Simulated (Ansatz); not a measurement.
# Hf3N4: relaxation and properties

Aim: for Hf3N4, relax cell and atoms, see whether it has a gap, which orbitals make up the states near it and how charge is shared and get the carriers' masses.

Method: DFT PBE, scalar-relativistic, plane waves, PAW, in Ansatz 0.2.0.

1 further run of the same task is left out (it didn't finish). Runs told in other sessions of the task aren't counted.

**1. The structure to begin with**

Symmetry: I-43d, No. 220, cubic system. The conventional cell has a = 6.701 Å, b = 6.701 Å, c = 6.701 Å, α = 90.00°, β = 90.00°, γ = 90.00°. Around Hf (site symmetry -4) lie 8 N at 2.18 to 2.47 Å. N (site symmetry 3) has 6 Hf at 2.18 to 2.47 Å in its first shell of neighbours.

Coordinates:

```xyz
14
Lattice="-3.3505 3.3505 3.3505 3.3505 -3.3505 3.3505 3.3505 3.3505 -3.3505" Properties=species:S:1:pos:R:3 pbc="T T T"
Hf    2.5129    0.0000    1.6752
Hf    1.6752    2.5129    0.0000
Hf    0.8376    0.0000    5.0258
Hf    5.0257    0.8376    0.0000
Hf    0.0000    1.6752    2.5129
Hf    0.0000    5.0257    0.8376
N     0.4222    0.4222    0.4222
N    -1.2531    1.2531    4.6036
N    -0.4222    2.9283    0.4222
N     4.6036   -1.2531    1.2531
N     0.4222   -0.4222    2.9283
N     2.0974    2.0974    2.0974
N     2.9283    0.4222   -0.4222
N     1.2531    4.6036   -1.2531
```

The structure comes from the Crystallography Open Database.

(A quick probe on a coarse mesh, which set the mesh and smearing, is not shown.)

**3. The relaxation**

File input.yaml:

```yaml
crystal:
  lattice:
    - [-3.3505, 3.3505, 3.3505]
    - [3.3505, -3.3505, 3.3505]
    - [3.3505, 3.3505, -3.3505]
  atoms:
    - { symbol: Hf, position: [0.25, 0.625, 0.375] }
    - { symbol: Hf, position: [0.375, 0.25, 0.625] }
    - { symbol: Hf, position: [0.75, 0.875, 0.125] }
    - { symbol: Hf, position: [0.125, 0.75, 0.875] }
    - { symbol: Hf, position: [0.625, 0.375, 0.25] }
    - { symbol: Hf, position: [0.875, 0.125, 0.75] }
    - { symbol: "N", position: [0.126, 0.126, 0.126] }
    - { symbol: "N", position: [0.874, 0.5, 0.0] }
    - { symbol: "N", position: [0.5, 0.0, 0.374] }
    - { symbol: "N", position: [0.0, 0.874, 0.5] }
    - { symbol: "N", position: [0.374, 0.5, 0.0] }
    - { symbol: "N", position: [0.626, 0.626, 0.626] }
    - { symbol: "N", position: [0.0, 0.374, 0.5] }
    - { symbol: "N", position: [0.5, 0.0, 0.874] }
basis:
  ecutwfc: 420
kpoints:
  mp_grid: { grid: [6, 6, 6] }
hamiltonian:
  xc: pbe
scf:
  occupations: { method: gaussian, width: 0.02 }
output:
  forces: true
  stress: true
  eigenvalues: true
  write_density: true
  write_potential: true
  elf: true
  volumetric_format: npy
relax:
  adjacent_minimum: "off"
  f_tol: 0.005
  max_steps: 80
  cell: { stress_tol: 0.05 }
```

Run with:

```sh
> ansatz run input.yaml --threads 4 --pin off --max-ram 10240MiB --backend cpu --events-out ev --progress --plain --runs-dir out
```

Further runs follow: static run: bands, density of states and charges; seeking the band edges over the whole zone; levels beside the edges.

**Question.** What will these runs give? Wanted: relaxed cell; volume; formation energy; gap; gap over the zone; valence top, conduction bottom; hole masses; electron masses.

The runs gave:

| quantity | value |
| --- | --- |
| relaxed cell (conventional) | a = 6.734 Å, b = 6.734 Å, c = 6.734 Å, α = 90.00°, β = 90.00°, γ = 90.00° |
| space group (0.01 Å) | I-43d (No. 220) |
| volume | 10.91 Å³/atom |
| formation energy (elements from runs with the same settings, not shown) | -1.51 eV/atom |
| gap | 1.04 eV, direct on the path |
| gap over the zone | 1.04 eV, direct |
| valence top, conduction bottom (fractional k) | (0.000, 0.000, 0.000), (0.000, 0.000, 0.000) |
| hole masses | 0.21 to 1.91 m0 along the directions sampled |
| electron masses | 0.32 to 0.46 m0 along the directions sampled |

What this shows: The cell grew by 1.5 % in volume on relaxing. PBE usually gives cells somewhat too large. It has a gap of 1.04 eV, with the valence top at Γ and the conduction bottom at Γ on the path. Of the projected weight, the top eV of the valence band is N 2p (86 %), and the lowest eV of the conduction band Hf 5d (82 %). Electron masses come out at 0.32 to 0.46 and hole masses at 0.21 to 1.91 m0. These cover the sampled directions only. Spin-orbit coupling is left out, which matters for the bands of Hf.
